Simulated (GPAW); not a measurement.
# SnTe (Fm-3m) in GPAW: further runs, part 2 of 2

GPAW 26.7.0.

**3. Equation of state, BLYP+D3(BJ)**

The input, run.py:

```python
from ase.calculators.mixing import SumCalculator
from ase.eos import EquationOfState
from ase.io import Trajectory
from ase.spacegroup import crystal
from ase.units import GPa
from dftd3.ase import DFTD3
from gpaw import GPAW, PW, setup_paths

setup_paths.insert(0, '.')

# Te 4b
# Sn 4a
atoms = crystal(['Te', 'Sn'],
                basis=[[0.5, 0.0, 0.0],
                       [0.0, 0.0, 0.0]],
                spacegroup=225, setting=1,  # Fm-3m
                cellpar=[6.3017, 6.3017, 6.3017, 90.0, 90.0, 90.0],
                primitive_cell=True)

traj = Trajectory('eos.traj', 'w')
volumes, energies = [], []
for x in [0.94, 0.96, 0.98, 1.0, 1.02, 1.04, 1.06]:
    a = atoms.copy()
    a.set_cell(atoms.cell * x**(1 / 3), scale_atoms=True)
    calc = GPAW(mode=PW(600),
                xc='BLYP',
                kpts={'size': (6, 6, 6), 'gamma': True},
                occupations={'name': 'fermi-dirac', 'width': 0.05},
                nbands=19,
                convergence={'density': 1e-05, 'energy': 1e-05},
                eigensolver='davidson',
                maxiter=150,
                txt=f'eos-{x:.2f}.txt')
    a.calc = SumCalculator([calc, DFTD3(method='blyp', damping='d3bj')])
    energies.append(a.get_potential_energy())
    volumes.append(a.get_volume())
    p = -a.get_stress()[:3].mean() / GPa
    calc.write(f'eos-{x:.2f}.gpw')
    traj.write(a)
    print(f'{x:.2f} {volumes[-1]:10.4f} A^3 {energies[-1]:14.6f} eV {p:9.3f} GPa', flush=True)

v0, e0, B = EquationOfState(volumes, energies, eos='birchmurnaghan').fit()
print(f'V0 = {v0:.4f} A^3, E0 = {e0:.6f} eV, B0 = {B / GPa:.2f} GPa')
```

Potentials or basis: PAW data sets generated in the run's folder for this functional, pw.

The run is started by

```
$ gpaw-setup -f BLYP Sn Te
$ OMP_NUM_THREADS=1 python run.py
```

Output:

```text
__  _  _
 | _ |_)|_||  |
 |__||  | ||/\| - 26.7.0

Input parameters:
  mode=PW(ecut=600.0),
  convergence={'density': 1e-05, 'energy': 1e-05},
  eigensolver=Davidson(niter=2),
  kpts=MonkhorstPack(size=(6, 6, 6), gamma=True),
  maxiter=150,
  nbands=19,
  occupations=Occupations(name='fermi-dirac', width=0.05),
  xc=XC(name='BLYP')

Diagonalizing LCAO Hamiltonian
Converting LCAO to pw mode

                Te

       Sn

Atoms  # Å, Bohr magnetons
|   | symbol |        x |        y |        z |    initial magnetic moments |
|---|--------|----------|----------|----------|-----------------------------|
| 0 |     Te | 3.108266 | 3.108266 | 3.108266 | ( 0.0000,  0.0000,  0.0000) |
| 1 |     Sn | 0.000000 | 0.000000 | 0.000000 | ( 0.0000,  0.0000,  0.0000) |

Unit cell  # Å
| periodic |        x |        y |        z |  lengths |    angles |
|----------|----------|----------|----------|----------|-----------|
|      yes | 0.000000 | 3.108266 | 3.108266 | 4.395752 | 60.000000 |
|      yes | 3.108266 | 0.000000 | 3.108266 | 4.395752 | 60.000000 |
|      yes | 3.108266 | 3.108266 | 0.000000 | 4.395752 | 60.000000 |

Number of symmetries: 48
Symmetry operations  # r_c * U_cc + t_c -> r_c
|    | kind |            matrix            |
|----|------|------------------------------|
|  0 |  σ   |  1, 0, 0,  1, 0,-1,  1,-1, 0 |
|  1 |  C2  |  1, 0, 0,  1,-1, 0,  1, 0,-1 |
|  2 |  E   |  1, 0, 0,  0, 1, 0,  0, 0, 1 |
|  3 |  σ   |  1, 0, 0,  0, 0, 1,  0, 1, 0 |
|  4 |  C4  |  1, 0,-1,  1, 0, 0,  1,-1, 0 |
|  5 |  S6  |  1, 0,-1,  1,-1, 0,  1, 0, 0 |
|  6 |  σ   |  1, 0,-1,  0, 1,-1,  0, 0,-1 |
|  7 |  C3  |  1, 0,-1,  0, 0,-1,  0, 1,-1 |
|  8 |  S6  |  1,-1, 0,  1, 0, 0,  1, 0,-1 |
|  9 |  C4  |  1,-1, 0,  1, 0,-1,  1, 0, 0 |
| 10 |  C3  |  1,-1, 0,  0,-1, 1,  0,-1, 0 |
| 11 |  σ   |  1,-1, 0,  0,-1, 0,  0,-1, 1 |
| 12 |  σ   |  0, 1, 0,  1, 0, 0,  0, 0, 1 |
| 13 |  C4  |  0, 1, 0,  0, 1,-1, -1, 1, 0 |
| 14 |  C3  |  0, 1, 0,  0, 0, 1,  1, 0, 0 |
| 15 |  S6  |  0, 1, 0, -1, 1, 0,  0, 1,-1 |
| 16 |  C2  |  0, 1,-1,  1, 0,-1,  0, 0,-1 |
| 17 |  σ   |  0, 1,-1,  0, 1, 0, -1, 1, 0 |
| 18 |  S4  |  0, 1,-1,  0, 0,-1,  1, 0,-1 |
| 19 |  C4  |  0, 1,-1, -1, 1, 0,  0, 1, 0 |
| 20 |  C3  |  0, 0, 1,  1, 0, 0,  0, 1, 0 |
| 21 |  σ   |  0, 0, 1,  0, 1, 0,  1, 0, 0 |
| 22 |  S6  |  0, 0, 1,  0,-1, 1, -1, 0, 1 |
| 23 |  C4  |  0, 0, 1, -1, 0, 1,  0,-1, 1 |
| 24 |  S4  |  0, 0,-1,  1, 0,-1,  0, 1,-1 |
| 25 |  C3  |  0, 0,-1,  0, 1,-1,  1, 0,-1 |
| 26 |  C2  |  0, 0,-1,  0,-1, 0, -1, 0, 0 |
| 27 |  S6  |  0, 0,-1, -1, 0, 0,  0,-1, 0 |
| 28 |  S4  |  0,-1, 1,  1,-1, 0,  0,-1, 0 |
| 29 |  C4  |  0,-1, 1,  0, 0, 1, -1, 0, 1 |
| 30 |  C2  |  0,-1, 1,  0,-1, 0,  1,-1, 0 |
| 31 |  σ   |  0,-1, 1, -1, 0, 1,  0, 0, 1 |
| 32 |  C3  |  0,-1, 0,  1,-1, 0,  0,-1, 1 |
| 33 |  S6  |  0,-1, 0,  0, 0,-1, -1, 0, 0 |
| 34 |  S4  |  0,-1, 0,  0,-1, 1,  1,-1, 0 |
| 35 |  C2  |  0,-1, 0, -1, 0, 0,  0, 0,-1 |
| 36 |  C2  | -1, 1, 0,  0, 1, 0,  0, 1,-1 |
[... 103 lines left out ...]
    |    p |        |      23.621 |    1.270 |
    |    d |        |       1.594 |    1.185 |

    Using partial waves for Sn as LCAO basis

Reference energy: -352836.297496  # eV

eigensolver:
  Davidson
  Converge bands: occupied
  niter=2

density mixing:
  MSR1-Mixer
  Pratt-step length: 0.05
  Maximum mixing coefficient: 0.75
  Old densities: 10
  SVD Regularization: 0.005
  Good broyden scale: 1.0
  Trust region scale: 1.0
  Backstep threshold: 4.0
  History deletion threshold: 6.0
  Fourier metric: weight=20.0, sigma=0.015

occupation numbers:
  Fermi-Dirac:
    width: 0.0500  # eV

poisson solver:
  ecut: 4800.0  # eV

xc functional:
  name: BLYP with 2 nearest neighbor stencil

convergence criteria:
- Maximum integral of absolute [dens]ity change: 1e-05 electrons / valence electron
- Maximum [total energy] change in last 3 cyles: 1e-05 eV / valence electron
- Maximum integral of absolute [eigenst]ate change: 4e-08 eV^2 / valence electron
maximum number of iterations: 150

SCF iterations
|iter     | |      energy | eigst |  dens |
|---------|-|-------------|-------|-------|
|iter:   1| |   -6.365256 | -0.08 |       |
|iter:   2| |   -6.360715 | -1.73 | -1.40 |
|iter:   3| |   -6.323136 | -2.36 | -1.44 |
|iter:   4| |   -6.323960 | -3.70 | -2.04 |
|iter:   5| |   -6.324231 | -4.60 | -2.47 |
|iter:   6| |   -6.324242 | -5.60 | -3.32 |
|iter:   7| |   -6.324243c| -6.69 | -3.93 |
|iter:   8| |   -6.324243c| -7.33 | -4.47 |
|iter:   9| |   -6.324243c| -8.30c| -5.40c|

Converged in 9 steps
Energy contributions relative to reference atoms: (reference = -352836.297496)

Energy contributions:
  Kinetic:          26.022761
  Coulomb:         -24.561580
  Zero:              0.225050
  External:          0.000000
  Xc:               -8.009045
  Entropy:          -0.002858
  Spinorbit:         0.000000
  ----------------------------
  Free energy:      -6.325672
  Extrapolated:     -6.324243

dipole moment: (-21.232930, -21.232930, -21.232930)  # |e|*Ang

Fermi level: 7.515
Eigenvalues  # (at kpt = [0.000, 0.000, 0.000])
| band index |      eig [eV] | occ [0-2] |
|------------|---------------|-----------|
|          0 |       -14.566 |     2.000 |
|        ... |               |           |
|          2 |       -14.550 |     2.000 |
|          3 |       -14.550 |     2.000 |
|          4 |       -14.550 |     2.000 |
|          5 |        -5.720 |     2.000 |
|          6 |         2.705 |     2.000 |
|          7 |         5.117 |     2.000 |
[... 9 lines left out ...]
|         17 |        14.540 |     0.000 |
|         18 |        14.600 |     0.000 |

Gap: 0.052 eV
Transition (v -> c):
  (s=0, k=15, n=9, [0.50, 0.50, 0.50]) -> (s=0, k=15, n=10, [0.50, 0.50, 0.50])
No difference between direct/indirect transitions

Stress tensor  # eV/Ang^3
|         x |         y |         z |
|-----------|-----------|-----------|
| -0.052627 |  0.000000 |  0.000000 |
|  0.000000 | -0.052627 |  0.000000 |
|  0.000000 |  0.000000 | -0.052627 |

# Writing to eos-0.96.gpw (mode='')
```

stdout:

```text
0.94    58.8086 A^3      -8.271354 eV     4.151 GPa
0.96    60.0599 A^3      -8.298969 eV     2.921 GPa
0.98    61.3111 A^3      -8.317931 eV     1.817 GPa
1.00    62.5624 A^3      -8.328434 eV     0.824 GPa
1.02    63.8136 A^3      -8.331614 eV    -0.062 GPa
1.04    65.0649 A^3      -8.328374 eV    -0.821 GPa
1.06    66.3161 A^3      -8.319931 eV    -1.361 GPa
V0 = 63.8088 A^3, E0 = -8.331610 eV, B0 = 41.50 GPa
```

Wall time 39 s (1 thread of AMD EPYC 9R45 (Zen 5), shared host); peak memory 0.28 GiB.

What came out:

```
Equilibrium volume                      : 31.88 Å³/atom
Bulk modulus                            : 42 GPa
Pressure derivative of the bulk modulus : 5.5 (rough: it moves with the points fitted)
```

Energy against volume, from the lowest point:
| volume (Å³/atom) | energy (meV/atom) |
| --- | --- |
| 29.404 | 29.94 |
| 30.030 | 16.12 |
| 30.656 | 6.67 |
| 31.281 | 1.49 |
| 31.907 | 0.00 |
| 32.532 | 1.73 |
| 33.158 | 6.05 |

Spin-orbit coupling is left out, which matters for the levels of Te. Zero-point motion and thermal expansion aren't in these numbers.

**4. Band structure, mBEEF, spin-orbit coupling, no magnetisation**

The input, run.py:

```python
import numpy as np
from ase.dft.bandgap import bandgap
from ase.io import read, write
from ase.units import GPa
from gpaw import GPAW, PW
from gpaw.spinorbit import soc_eigenstates

atoms = read('SnTe.cif')

calc = GPAW(mode=PW(600),
            xc='mBEEF',
            kpts={'size': (6, 6, 6), 'gamma': True},
            occupations={'name': 'fermi-dirac', 'width': 0.05},
            nbands=19,
            convergence={'density': 1e-05, 'energy': 1e-05},
            maxiter=150,
            txt='gpaw.txt')
atoms.calc = calc
energy = atoms.get_potential_energy()
forces = atoms.get_forces()
stress = atoms.get_stress()
calc.write('gs.gpw')
write('result.traj', atoms)
print(f'Energy: {energy:.6f} eV')
print('Forces (eV/A):')
print(forces.round(4))
print('Stress (GPa):', (stress / GPa).round(3))
print('Fermi level:', round(calc.get_fermi_level(), 4), 'eV')
print(f'Gap: {bandgap(calc)[0]:.4f} eV, direct: {bandgap(calc, direct=True)[0]:.4f} eV')

path = atoms.cell.bandpath('GXWKGLUWLK,UX', npoints=80, eps=1e-4)
bs_calc = calc.fixed_density(kpts=path, symmetry='off', nbands=32,
                             convergence={'bands': 'CBM+6.0', 'eigenstates': 1e-6}, txt='bands.txt')
bs = bs_calc.band_structure()
bs.write('bs.json')
print(f'Gap on the path: {bandgap(bs_calc)[0]:.4f} eV')

soc = soc_eigenstates(bs_calc, theta=0, phi=0, ignore_xc_potential=True)
np.savetxt('soc_bands.dat', soc.eigenvalues(), fmt='%.4f')
mesh = soc_eigenstates('gs.gpw', theta=0, phi=0, ignore_xc_potential=True)
np.savetxt('soc_mesh.dat', mesh.eigenvalues(), fmt='%.4f')
print('Fermi level with spin-orbit coupling:', round(mesh.fermi_level, 4), 'eV')
```

The input, SnTe.cif:

```cif
data_SnTe
_cell_length_a 4.45597480
_cell_length_b 4.45597480
_cell_length_c 4.45597480
_cell_angle_alpha 60.00000000
_cell_angle_beta 60.00000000
_cell_angle_gamma 60.00000000
_space_group_name_H-M_alt 'P1'
_space_group_name_Hall 'P 1'
_space_group_IT_number 1
loop_
_space_group_symop_operation_xyz
'x,y,z'
loop_
_atom_site_label
_atom_site_type_symbol
_atom_site_symmetry_multiplicity
_atom_site_Wyckoff_symbol
_atom_site_fract_x
_atom_site_fract_y
_atom_site_fract_z
_atom_site_occupancy
Te1 Te 1 a 0.5000000000 0.5000000000 0.5000000000 1
Sn1 Sn 1 a 0.0000000000 0.0000000000 0.0000000000 1
```

Potentials or basis: GPAW PAW data sets (gpaw-data 1.2.1), pw.

The run is started by

```
$ OMP_NUM_THREADS=1 python run.py
```

Wall time 1.9 min (1 thread of AMD EPYC 9R45 (Zen 5), shared host); peak memory 0.48 GiB.

It converged, with:

* Free energy: -293.9758 eV
* Pressure: 0.4 GPa
* Band gap on the k mesh: 0.36 eV, direct
* Band gap along the path: 0.27 eV, indirect (least direct gap 0.28 eV)

Levels at the corners of the path, in eV from the valence-band top:
| point | band 18 | band 19 | band 20 | band 21 | band 22 | band 23 |
| --- | --- | --- | --- | --- | --- | --- |
| Γ | -1.87 | -1.87 | -1.87 | 2.87 | 2.87 | 3.82 |
| X | -4.04 | -3.55 | -3.55 | 2.65 | 2.65 | 4.71 |
| W | -4.78 | -0.76 | -0.76 | 0.91 | 0.91 | 4.92 |
| K | -3.36 | -2.61 | -2.61 | 2.95 | 2.95 | 3.53 |
| Γ | -1.87 | -1.87 | -1.87 | 2.87 | 2.87 | 3.82 |
| L | -1.49 | 0.00 | 0.00 | 0.36 | 0.36 | 0.44 |
| U | -3.36 | -2.61 | -2.61 | 2.95 | 2.95 | 3.53 |
| W | -4.78 | -0.76 | -0.76 | 0.91 | 0.91 | 4.92 |
| L | -1.49 | 0.00 | 0.00 | 0.36 | 0.36 | 0.44 |
| K | -3.36 | -2.61 | -2.61 | 2.95 | 2.95 | 3.53 |
| U | -3.36 | -2.61 | -2.61 | 2.95 | 2.95 | 3.53 |
| X | -4.04 | -3.55 | -3.55 | 2.65 | 2.65 | 4.71 |

Caveat: spin-orbit coupling was added after a scalar SCF, so levels and gaps hold it while energy, forces, pressure and moments don't; this program's spin-orbit splittings come out too wide for heavy elements; the PAW data sets were made with another functional, which shifts forces and pressure a little; the mesh misses the band edges, which the band path finds closer together.

**5. Overview**

```tsv
task	level	potentials or basis	spin	band path	band points	spin axis theta (degrees)	spin axis phi (degrees)	eigensolver	gap on the mesh (eV)
band structure	vdW-DF	GPAW PAW data sets (gpaw-data 1.2.1), pw	SOC, no magnetisation	GXWKGLUWLK,UX	60	90	0	-	0.21
equation of state	BLYP+D3(BJ)	PAW data sets generated in the run's folder for this functional, pw	off	-	-	-	-	davidson	-
band structure	mBEEF	GPAW PAW data sets (gpaw-data 1.2.1), pw	SOC, no magnetisation	GXWKGLUWLK,UX	80	0	0	-	0.36
```

Alike in all rows: cell as given; k mesh 6 × 6 × 6; cutoff (eV) 600; smearing fermi-dirac 0.05 eV.

Caveats: spin-orbit coupling was added after a scalar SCF, so levels and gaps hold it while energy, forces, pressure and moments don't (some runs); this program's spin-orbit splittings come out too wide for heavy elements (some runs); the PAW data sets were made with another functional, which shifts forces and pressure a little (some runs); the mesh misses the band edges, which the band path finds closer together (some runs).

Total energies depend on the potentials used, so only differences within one code and one set of settings carry meaning.

**6. Comparison with measurements**

Step 2. Measured gap of SnTe: 0.18 eV (direct; 300 K; a printed reference work, textbook). This calculation gives 0.21 eV (+0.03 eV). The value is that of vdW-DF, without temperature or zero-point motion.

Step 4. Measured gap of SnTe: 0.18 eV (direct; 300 K; a printed reference work, textbook). This calculation gives 0.27 eV (+0.09 eV). The value is that of mBEEF, without temperature or zero-point motion.
